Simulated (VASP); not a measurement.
Write the native input for VASP 6.6.1 that does the following.

- Task: single point
- Functional: r2SCAN
- Potentials or basis: VASP PAW PBE potentials, release 64 (S, W_sv)
- Cutoff: 520 eV
- k mesh: 12 × 12 × 1
- Occupations: gaussian, width 0.03 eV
- Spin: no spin polarisation
- Dipole correction: yes
- Further INCAR settings: ALGO = Normal; EDIFF = 1e-07; NBANDS = 20

The system is WS2, a sheet with vacuum.

```
S W
1.0
     3.17000    0.00000    0.00000
    -1.58500    2.74530    0.00000
     0.00000    0.00000   17.14000
S W
2 1
Direct
  0.66667 0.33333 0.40840
  0.66667 0.33333 0.59160
  0.33333 0.66667 0.50000
```

The cell was built by a generator and needn't be a form met in nature.

The input as run:

POSCAR

```
WS2
1.0
    3.1700000000      0.0000000000      0.0000000000
   -1.5850000000      2.7453005300      0.0000000000
    0.0000000000      0.0000000000     17.1400000000
S W
2 1
Direct
    0.6666670000      0.3333330000      0.4084014002
    0.6666670000      0.3333330000      0.5915985998
    0.3333330000      0.6666670000      0.5000000000
```

INCAR.step1

```
PREC = Accurate
ENCUT = 520
ISMEAR = 0
SIGMA = 0.03
LREAL = F
LASPH = T
NELM = 100
LDIPOL = T
IDIPOL = 3
DIPOL = 0.5 0.5 0.500
NBANDS = 20
GGA = PE
ALGO = Normal
EDIFF = 1E-4
LWAVE = T
LCHARG = F
```

INCAR.step2

```
PREC = Accurate
ENCUT = 520
EDIFF = 1E-7
ISMEAR = 0
SIGMA = 0.03
LREAL = F
LASPH = T
NELM = 100
ALGO = Normal
ISIF = 2
LWAVE = F
LCHARG = F
LDIPOL = T
IDIPOL = 3
DIPOL = 0.5 0.5 0.500
METAGGA = R2SCAN
LMIXTAU = T
NBANDS = 20
ISTART = 1
```

KPOINTS

```
Automatic mesh
0
Gamma
  12 12 1
```

Potentials or basis: VASP PAW PBE potentials, release 64 (S, W_sv).

Command:

```bash
$ cat potpaw_PBE.64/S/POTCAR potpaw_PBE.64/W_sv/POTCAR > POTCAR
$ cp INCAR.step1 INCAR
$ mpirun -np 1 vasp_std > vasp.out
$ cp INCAR.step2 INCAR
$ mpirun -np 1 vasp_std > vasp.out
```

Results of the run:

| Property | Result |
| --- | --- |
| Largest force | 0.125 eV/Å |
| Band gap on the k mesh | 2.00 eV, direct |

Caveat: the PAW data sets were made with another functional, which shifts forces and pressure a little; spin-orbit coupling is left out, which moves the levels of the heavy elements.

It took 2.7 min on 1 thread of Intel(R) Xeon(R) Platinum 8488C (Sapphire Rapids) (shared host), peak memory 0.29 GiB.
